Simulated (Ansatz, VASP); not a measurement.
## Two plane-wave programs on CsBr

The input POSCAR:

```
CsBr
1.0
    4.3193779700      0.0000000000      0.0000000000
    0.0000000000      4.3193779700      0.0000000000
    0.0000000000      0.0000000000      4.3193779700
Cs Br
1 1
Direct
    0.0000000000      0.0000000000      0.0000000000
    0.5000000000      0.5000000000      0.5000000000
```

INCAR.step1

```
SYSTEM = CsBr
PREC     = Accurate       ! precision mode
ENCUT    = 520            ! plane-wave cutoff, eV
EDIFF    = 1E-5           ! SCF threshold, eV
ISMEAR   = 0              ! smearing method
SIGMA    = 0.01           ! smearing width, eV
LREAL    = .False.        ! projectors in reciprocal space
LASPH    = .True.         ! aspherical terms in the spheres
NELM     = 60             ! most SCF steps
ALGO     = Normal         ! electronic algorithm
ISIF     = 2              ! what is computed and relaxed
LWAVE    = .True.         ! write WAVECAR
LCHARG   = .False.        ! write CHGCAR
GGA      = PE             ! functional
NBANDS   = 15             ! bands
```

INCAR.step2

```
SYSTEM = CsBr
PREC     = Accurate       ! precision mode
ENCUT    = 520            ! plane-wave cutoff, eV
EDIFF    = 1E-6           ! SCF threshold, eV
ISMEAR   = 0              ! smearing method
SIGMA    = 0.01           ! smearing width, eV
LREAL    = .False.        ! projectors in reciprocal space
LASPH    = .True.         ! aspherical terms in the spheres
NELM     = 60             ! most SCF steps
ALGO     = Normal         ! electronic algorithm
ISIF     = 2              ! what is computed and relaxed
LWAVE    = .False.        ! write WAVECAR
LCHARG   = .False.        ! write CHGCAR
GGA      = PE             ! functional
LHFCALC  = .True.         ! exact exchange
HFSCREEN = 0.2079         ! screening, 1/A
PRECFOCK = Normal       
ISTART   = 1            
NBANDS   = 15             ! bands
```

Contents of KPOINTS:

```
Automatic mesh
0
Gamma
  4 4 4
  0 0 0
```

Input for Ansatz:

```yaml
crystal:
  lattice:
    - [4.31937797, 0.0, 0.0]
    - [0.0, 4.31937797, 0.0]
    - [0.0, 0.0, 4.31937797]
  atoms:
    - { symbol: Cs, position: [0.0, 0.0, 0.0] }
    - { symbol: Br, position: [0.5, 0.5, 0.5] }
kpoints:
  mp_grid: { grid: [4, 4, 4] }
hamiltonian:
  xc: hse06
scf:
  occupations: { method: fixed }
  n_extra_bands: 4
output:
  forces: true
  stress: true
  eigenvalues: true
  write_density: true
  write_potential: true
  elf: true
  volumetric_format: npy
```

The cell was built by a generator and needn't be a form met in nature.

Alike in both runs: task single point; functional HSE06; k mesh 4 × 4 × 4; no spin polarisation.

|  | VASP | Ansatz |
| --- | --- | --- |
| version | VASP 6.6.1 | Ansatz 0.2.0 |
| potentials or method | VASP PAW PBE potentials, release 64 (Cs_sv, Br) | plane waves, PAW |
| plane-wave cutoff (eV) | 520 | 420 |
| occupations | gaussian, width 0.01 eV | fixed |
| valence electrons in the cell | 16 | 16 |

```csv
,VASP,Ansatz,Ansatz less VASP
gap on the k mesh at the Fermi level (eV),5.60,5.61,+0.014
pressure (GPa),0.4,0.4,+0.01
```

Ansatz warned: «stress_exchange_threshold_loose».

Caveats: the PAW data sets were made with another functional, which shifts forces and pressure a little (VASP); spin-orbit coupling is left out, which moves the levels of the heavy elements.
